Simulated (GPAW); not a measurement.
# Pb (Im-3m) in GPAW: further runs

Runs on Pb. Level: PBEsol. Tasks: band structure.

Program: GPAW 26.7.0. These are calculated values, not measurements. Logs are shortened: lines on timing, memory, paths and dates and some standing lists are left out, and cuts for length are marked. The log counts tension as positive stress, the text compression.

## Step 1: The crystal as given

The structure is cubic, space group Im-3m (No. 229). Conventional cell: a = 3.959 Å, b = 3.959 Å, c = 3.959 Å, α = 90.00°, β = 90.00°, γ = 90.00°. Pb (site symmetry m-3m) has 8 Pb at 3.43 Å as nearest neighbours.

This isn't the form of Pb at room conditions, which is fcc.

## Step 2: Band structure, PBEsol

run.py reads:

```python
from ase import Atoms
from ase.dft.bandgap import bandgap
from ase.io import write
from ase.units import GPa
from gpaw import GPAW, PW, setup_paths

setup_paths.insert(0, '.')

atoms = Atoms(['Pb'],
              cell=[[-1.9796595667, 1.9796595667, 1.9796595667],
                    [1.9796595667, -1.9796595667, 1.9796595667],
                    [1.9796595667, 1.9796595667, -1.9796595667]],
              scaled_positions=[[0.0, 0.0, 0.0]],
              pbc=True)

calc = GPAW(mode=PW(600),
            xc='PBEsol',
            kpts={'size': (9, 9, 9), 'gamma': True},
            occupations={'name': 'fermi-dirac', 'width': 0.05},
            nbands=14,
            convergence={'density': 1e-05, 'energy': 1e-05},
            maxiter=150,
            txt='gpaw.txt')
atoms.calc = calc
energy = atoms.get_potential_energy()
forces = atoms.get_forces()
stress = atoms.get_stress()
calc.write('gs.gpw')
write('result.traj', atoms)
print(f'Energy: {energy:.6f} eV')
print('Forces (eV/A):')
print(forces.round(4))
print('Stress (GPa):', (stress / GPa).round(3))
print('Fermi level:', round(calc.get_fermi_level(), 4), 'eV')
print(f'Gap: {bandgap(calc)[0]:.4f} eV, direct: {bandgap(calc, direct=True)[0]:.4f} eV')

path = atoms.cell.bandpath('GHNGPH,PN', npoints=100, eps=1e-4)
bs_calc = calc.fixed_density(kpts=path, symmetry='off', nbands=23,
                             convergence={'bands': 'CBM+6.0', 'eigenstates': 1e-6}, txt='bands.txt')
bs = bs_calc.band_structure()
bs.write('bs.json')
print(f'Gap on the path: {bandgap(bs_calc)[0]:.4f} eV')
```

Potentials or basis: PAW data sets generated in the run's folder for this functional, pw.

Run with:

```
$ gpaw-setup -f PBEsol Pb
$ OMP_NUM_THREADS=1 python run.py
```

gpaw.txt:

```text
__  _  _
 | _ |_)|_||  |
 |__||  | ||/\| - 26.7.0

Input parameters:
  mode=PW(ecut=600.0),
  convergence={'density': 1e-05, 'energy': 1e-05},
  kpts=MonkhorstPack(size=(9, 9, 9), gamma=True),
  maxiter=150,
  nbands=14,
  occupations=Occupations(name='fermi-dirac', width=0.05),
  xc=XC(name='PBEsol')

Diagonalizing LCAO Hamiltonian
Converting LCAO to pw mode

       Pb

Atoms  # Å, Bohr magnetons
|   | symbol |        x |        y |        z |    initial magnetic moments |
|---|--------|----------|----------|----------|-----------------------------|
| 0 |     Pb | 0.000000 | 0.000000 | 0.000000 | ( 0.0000,  0.0000,  0.0000) |

Unit cell  # Å
| periodic |         x |         y |         z |  lengths |     angles |
|----------|-----------|-----------|-----------|----------|------------|
|      yes | -1.979660 |  1.979660 |  1.979660 | 3.428871 | 109.471221 |
|      yes |  1.979660 | -1.979660 |  1.979660 | 3.428871 | 109.471221 |
|      yes |  1.979660 |  1.979660 | -1.979660 | 3.428871 | 109.471221 |

Number of symmetries: 48
Symmetry operations  # r_c * U_cc + t_c -> r_c
|    | kind |            matrix            |
|----|------|------------------------------|
|  0 |  σ   |  1, 1, 1,  0, 0,-1,  0,-1, 0 |
|  1 |  C4  |  1, 1, 1,  0, 0,-1, -1, 0, 0 |
|  2 |  C2  |  1, 1, 1,  0,-1, 0,  0, 0,-1 |
|  3 |  S6  |  1, 1, 1,  0,-1, 0, -1, 0, 0 |
|  4 |  S6  |  1, 1, 1, -1, 0, 0,  0, 0,-1 |
|  5 |  C4  |  1, 1, 1, -1, 0, 0,  0,-1, 0 |
|  6 |  E   |  1, 0, 0,  0, 1, 0,  0, 0, 1 |
|  7 |  σ   |  1, 0, 0,  0, 1, 0, -1,-1,-1 |
|  8 |  σ   |  1, 0, 0,  0, 0, 1,  0, 1, 0 |
|  9 |  C3  |  1, 0, 0,  0, 0, 1, -1,-1,-1 |
| 10 |  C3  |  1, 0, 0, -1,-1,-1,  0, 1, 0 |
| 11 |  σ   |  1, 0, 0, -1,-1,-1,  0, 0, 1 |
| 12 |  σ   |  0, 1, 0,  1, 0, 0,  0, 0, 1 |
| 13 |  C2  |  0, 1, 0,  1, 0, 0, -1,-1,-1 |
| 14 |  C3  |  0, 1, 0,  0, 0, 1,  1, 0, 0 |
| 15 |  S4  |  0, 1, 0,  0, 0, 1, -1,-1,-1 |
| 16 |  S4  |  0, 1, 0, -1,-1,-1,  1, 0, 0 |
| 17 |  C3  |  0, 1, 0, -1,-1,-1,  0, 0, 1 |
| 18 |  C3  |  0, 0, 1,  1, 0, 0,  0, 1, 0 |
| 19 |  S4  |  0, 0, 1,  1, 0, 0, -1,-1,-1 |
| 20 |  σ   |  0, 0, 1,  0, 1, 0,  1, 0, 0 |
| 21 |  C3  |  0, 0, 1,  0, 1, 0, -1,-1,-1 |
| 22 |  C2  |  0, 0, 1, -1,-1,-1,  1, 0, 0 |
| 23 |  S4  |  0, 0, 1, -1,-1,-1,  0, 1, 0 |
| 24 |  C4  |  0, 0,-1,  1, 1, 1,  0,-1, 0 |
| 25 |  σ   |  0, 0,-1,  1, 1, 1, -1, 0, 0 |
| 26 |  S6  |  0, 0,-1,  0,-1, 0,  1, 1, 1 |
| 27 |  C2  |  0, 0,-1,  0,-1, 0, -1, 0, 0 |
| 28 |  C4  |  0, 0,-1, -1, 0, 0,  1, 1, 1 |
| 29 |  S6  |  0, 0,-1, -1, 0, 0,  0,-1, 0 |
| 30 |  S6  |  0,-1, 0,  1, 1, 1,  0, 0,-1 |
| 31 |  C4  |  0,-1, 0,  1, 1, 1, -1, 0, 0 |
| 32 |  C4  |  0,-1, 0,  0, 0,-1,  1, 1, 1 |
| 33 |  S6  |  0,-1, 0,  0, 0,-1, -1, 0, 0 |
| 34 |  σ   |  0,-1, 0, -1, 0, 0,  1, 1, 1 |
| 35 |  C2  |  0,-1, 0, -1, 0, 0,  0, 0,-1 |
| 36 |  C2  | -1, 0, 0,  1, 1, 1,  0, 0,-1 |
| 37 |  S6  | -1, 0, 0,  1, 1, 1,  0,-1, 0 |
| 38 |  S6  | -1, 0, 0,  0, 0,-1,  1, 1, 1 |
| 39 |  C2  | -1, 0, 0,  0, 0,-1,  0,-1, 0 |
| 40 |  C2  | -1, 0, 0,  0,-1, 0,  1, 1, 1 |
| 41 |  i   | -1, 0, 0,  0,-1, 0,  0, 0,-1 |
| 42 |  S4  | -1,-1,-1,  1, 0, 0,  0, 1, 0 |
| 43 |  C3  | -1,-1,-1,  1, 0, 0,  0, 0, 1 |
| 44 |  C3  | -1,-1,-1,  0, 1, 0,  1, 0, 0 |
| 45 |  σ   | -1,-1,-1,  0, 1, 0,  0, 0, 1 |
| 46 |  S4  | -1,-1,-1,  0, 0, 1,  1, 0, 0 |
| 47 |  C2  | -1,-1,-1,  0, 0, 1,  0, 1, 0 |

BZ-sampling:
  Number of BZ points: 729
  Number of IBZ points: 35

  Monkhorst-Pack size: [9, 9, 9]
  Monkhorst-Pack shift: [0, 0, 0]

K-points  # in reciprocal-cell coordinates
|     |                                coordinates |     weight |
|-----|--------------------------------------------|------------|
|   0 | (  0.00000000,   0.00000000,   0.00000000) | 0.00137174 |
|   1 | (  0.11111111,   0.00000000,   0.00000000) | 0.01646091 |
|   2 | (  0.11111111,   0.11111111,  -0.11111111) | 0.00823045 |
|   3 | (  0.22222222,   0.00000000,  -0.11111111) | 0.03292181 |
|   4 | (  0.22222222,   0.00000000,   0.00000000) | 0.01646091 |
|   5 | (  0.22222222,   0.11111111,  -0.11111111) | 0.03292181 |
|   6 | (  0.22222222,   0.22222222,  -0.22222222) | 0.00823045 |
|   7 | (  0.33333333,  -0.11111111,  -0.11111111) | 0.01097394 |
|   8 | (  0.33333333,   0.00000000,  -0.11111111) | 0.06584362 |
|   9 | (  0.33333333,   0.00000000,   0.00000000) | 0.01646091 |
| ... |                                            |            |
|  34 | (  0.44444444,   0.44444444,   0.44444444) | 0.01097394 |

Plane wave coefficients: 1055
Cutoff: 600.0 eV

Spin-components: 1 (collinear spins)
Bands:           14
Projectors:      6
Spin-degeneracy: 2
Datatype:        complex128

Parallelization:
  kpt:    1
  domain: 1
  band:   1

Density:
  Valence electrons: 14.0
  Components: 1
  Grid points: [20 20 20]
  Charge: 0.0  # |e|

Potential:
  Grid points: [20 20 20]

species:
  Pb:
    name:    Lead
    Z:       82.0
    valence: 14
    core:    68
    charge:  0.0  # [|e|]
    compensation charges:
      type: gauss
      rc: 0.38  # [Å]
      lmax: 2
    cutoffs:
      filter: 2.36  # [Å]
      core: 2.43  # [Å]
    projectors
    | kind |    occ | energy [eV] | rcut [Å] |
    |------|--------|-------------|----------|
    |   6s |  2.000 |     -12.024 |    1.259 |
    |   6p |  2.000 |      -3.525 |    1.275 |
    |   5d | 10.000 |     -21.194 |    1.217 |
    |    s |        |      15.187 |    1.259 |
    |    p |        |      23.686 |    1.275 |
    |    d |        |       6.017 |    1.217 |

    Using partial waves for Pb as LCAO basis

Reference energy: -567122.994261  # eV

eigensolver:
  PPCG
  Converge bands: occupied
  niter=2

density mixing:
  MSR1-Mixer
  Pratt-step length: 0.05
  Maximum mixing coefficient: 0.75
  Old densities: 10
  SVD Regularization: 0.005
  Good broyden scale: 1.0
  Trust region scale: 1.0
  Backstep threshold: 4.0
  History deletion threshold: 6.0
  Fourier metric: weight=20.0, sigma=0.015

occupation numbers:
  Fermi-Dirac:
    width: 0.0500  # eV

poisson solver:
  ecut: 4800.0  # eV

xc functional:
  name: PBEsol with 2 nearest neighbor stencil

convergence criteria:
[... 6 lines left out ...]
|iter     | |      energy | eigst |  dens |
|---------|-|-------------|-------|-------|
|iter:   1| |   -4.204970 | -0.31 |       |
|iter:   2| |   -4.203832 | -2.30 | -1.74 |
|iter:   3| |   -4.187900 | -2.49 | -1.77 |
|iter:   4| |   -4.187723 | -3.55 | -2.28 |
|iter:   5| |   -4.187790 | -4.69 | -2.78 |
|iter:   6| |   -4.187795c| -6.32 | -3.80 |
|iter:   7| |   -4.187796c| -6.82 | -4.27 |
|iter:   8| |   -4.187796c| -7.96c| -5.13c|

Converged in 8 steps
Energy contributions relative to reference atoms: (reference = -567122.994261)

Energy contributions:
  Kinetic:           6.081079
  Coulomb:          -6.358296
  Zero:             -0.019981
  External:          0.000000
  Xc:               -3.888025
  Entropy:          -0.005144
  Spinorbit:         0.000000
  ----------------------------
  Free energy:      -4.190368
  Extrapolated:     -4.187796

dipole moment: (-8.365396, -8.365396, -8.365396)  # |e|*Ang

Fermi level: 7.204
Eigenvalues  # (at kpt = [0.000, 0.000, 0.000])
| band index |      eig [eV] | occ [0-2] |
|------------|---------------|-----------|
|          0 |        -9.869 |     2.000 |
|          1 |        -9.869 |     2.000 |
|          2 |        -9.869 |     2.000 |
|          3 |        -9.643 |     2.000 |
|          4 |        -9.643 |     2.000 |
|          5 |        -4.382 |     2.000 |
|          6 |        14.573 |     0.000 |
|          7 |        14.573 |     0.000 |
|          8 |        14.573 |     0.000 |
|          9 |        18.316 |     0.000 |
|         10 |        18.316 |     0.000 |
|         11 |        18.316 |     0.000 |
|         12 |        18.777 |     0.000 |
|         13 |        20.436 |     0.000 |

No gap
No difference between direct/indirect transitions

Forces  # eV/Ang
|        x |       y |       z |
|----------|---------|---------|
| -0.00000 | 0.00000 | 0.00000 |  # Pb   0

Stress tensor  # eV/Ang^3
|        x |        y |        z |
|----------|----------|----------|
| 0.013875 | 0.000000 | 0.000000 |
| 0.000000 | 0.013875 | 0.000000 |
| 0.000000 | 0.000000 | 0.013875 |

# Writing to gs.gpw (mode='')
```

stdout:

```text
Energy: -4.187796 eV
Forces (eV/A):
[[-0.  0.  0.]]
Stress (GPa): [2.223 2.223 2.223 0.    0.    0.   ]
Fermi level: 7.2042 eV
Gap: 0.0000 eV, direct: 0.0000 eV
Gap on the path: 0.0000 eV
```

bands.txt:

```text
Diagonalizing LCAO Hamiltonian
Converting LCAO to pw mode
convergence criteria:
- Maximum integral of absolute [eigenst]ate change: 1e-06 eV^2 / valence electron
maximum number of iterations: 150

SCF iterations
|iter     | |      energy | eigst |  dens |
|---------|-|-------------|-------|-------|
|iter:   1| |             | -0.03 |       |
[... 106 lines left out ...]
         [ 0.15909091,  0.15909091,  0.34090909],
         [ 0.13636364,  0.13636364,  0.36363636],
         [ 0.11363636,  0.11363636,  0.38636364],
         [ 0.09090909,  0.09090909,  0.40909091],
         [ 0.06818182,  0.06818182,  0.43181818],
         [ 0.04545455,  0.04545455,  0.45454545],
         [ 0.02272727,  0.02272727,  0.47727273],
         [ 0.        ,  0.        ,  0.5       ]])),
  maxiter=150,
  nbands=23,
  occupations=Occupations(name='fermi-dirac', width=0.05),
  symmetry=Symmetry(point_group=False, time_reversal=False),
  xc=XC(name='PBEsol')
```

Wall time 15 s (1 thread of Intel Xeon 6975P-C (Granite Rapids), shared host); peak memory 0.21 GiB.

What came out:

```
Free energy             : -4.1904 eV
Pressure                : -2.2 GPa
Band gap along the path : none (metal or under the smearing width)
```

Levels at the corners of the path, in eV from the Fermi level:
| point | band 3 | band 4 | band 5 | band 6 | band 7 | band 8 | band 9 | band 10 | band 11 |
| --- | --- | --- | --- | --- | --- | --- | --- | --- | --- |
| Γ | -17.07 | -16.85 | -16.85 | -11.59 | 7.37 | 7.37 | 7.37 | 11.11 | 11.11 |
| H | -16.74 | -16.74 | -16.74 | -5.18 | -0.41 | -0.41 | -0.41 | 4.52 | 4.52 |
| N | -16.86 | -16.85 | -16.71 | -7.83 | -4.00 | 3.33 | 5.03 | 7.42 | 8.81 |
| Γ | -17.07 | -16.85 | -16.85 | -11.59 | 7.37 | 7.37 | 7.37 | 11.11 | 11.11 |
| P | -16.97 | -16.85 | -16.85 | -7.14 | -1.06 | -1.06 | -1.06 | 16.63 | 16.63 |
| H | -16.74 | -16.74 | -16.74 | -5.18 | -0.41 | -0.41 | -0.41 | 4.52 | 4.52 |
| P | -16.97 | -16.85 | -16.85 | -7.14 | -1.06 | -1.06 | -1.06 | 16.63 | 16.63 |
| N | -16.86 | -16.85 | -16.71 | -7.83 | -4.00 | 3.33 | 5.03 | 7.42 | 8.81 |

Caveat: spin-orbit coupling is left out, which moves the levels of the heavy elements.

## Step 3: Band structure, PBEsol, spin-orbit coupling, no magnetisation

run.py: that of step 2 with these lines changed.

```diff
@@ -1 +1,2 @@
+import numpy as np
 from ase import Atoms
@@ -5,2 +6,3 @@
 from gpaw import GPAW, PW, setup_paths
+from gpaw.spinorbit import soc_eigenstates
 
@@ -42 +44,7 @@
 print(f'Gap on the path: {bandgap(bs_calc)[0]:.4f} eV')
+
+soc = soc_eigenstates(bs_calc, theta=0, phi=0)
+np.savetxt('soc_bands.dat', soc.eigenvalues(), fmt='%.4f')
+mesh = soc_eigenstates('gs.gpw', theta=0, phi=0)
+np.savetxt('soc_mesh.dat', mesh.eigenvalues(), fmt='%.4f')
+print('Fermi level with spin-orbit coupling:', round(mesh.fermi_level, 4), 'eV')
```

Potentials or basis: PAW data sets generated in the run's folder for this functional, pw.

Run with:

```
$ gpaw-setup -f PBEsol Pb
$ OMP_NUM_THREADS=1 python run.py
```

Wall time 15 s (1 thread of Intel Xeon 6975P-C (Granite Rapids), shared host); peak memory 0.24 GiB.

Results (log left out):

| Item | Value |
| --- | --- |
| Free energy | -4.1904 eV |
| Pressure | -2.2 GPa |
| Band gap along the path | none (metal or under the smearing width) |

Levels at the corners of the path, in eV from the Fermi level:
| point | band 10 | band 11 | band 12 | band 13 | band 14 | band 15 | band 16 | band 17 | band 18 | band 19 |
| --- | --- | --- | --- | --- | --- | --- | --- | --- | --- | --- |
| Γ | -15.69 | -11.42 | -11.42 | 4.45 | 4.45 | 9.02 | 9.02 | 9.02 | 9.02 | 11.28 |
| H | -15.47 | -5.02 | -5.02 | -1.87 | -1.86 | 0.48 | 0.49 | 0.49 | 0.49 | 4.69 |
| N | -15.53 | -7.66 | -7.66 | -4.02 | -4.02 | 3.01 | 3.01 | 5.58 | 5.59 | 7.59 |
| Γ | -15.69 | -11.42 | -11.42 | 4.45 | 4.45 | 9.02 | 9.02 | 9.02 | 9.02 | 11.28 |
| P | -15.65 | -6.97 | -6.97 | -2.13 | -2.13 | -0.39 | -0.39 | -0.39 | -0.39 | 15.08 |
| H | -15.47 | -5.02 | -5.02 | -1.87 | -1.86 | 0.48 | 0.49 | 0.49 | 0.49 | 4.69 |
| P | -15.65 | -6.97 | -6.97 | -2.13 | -2.13 | -0.39 | -0.39 | -0.39 | -0.39 | 15.08 |
| N | -15.53 | -7.66 | -7.66 | -4.02 | -4.02 | 3.01 | 3.01 | 5.58 | 5.59 | 7.59 |

Caveat: spin-orbit coupling was added after a scalar SCF, so levels and gaps hold it while energy, forces, pressure and moments don't; this program's spin-orbit splittings come out too wide for heavy elements.
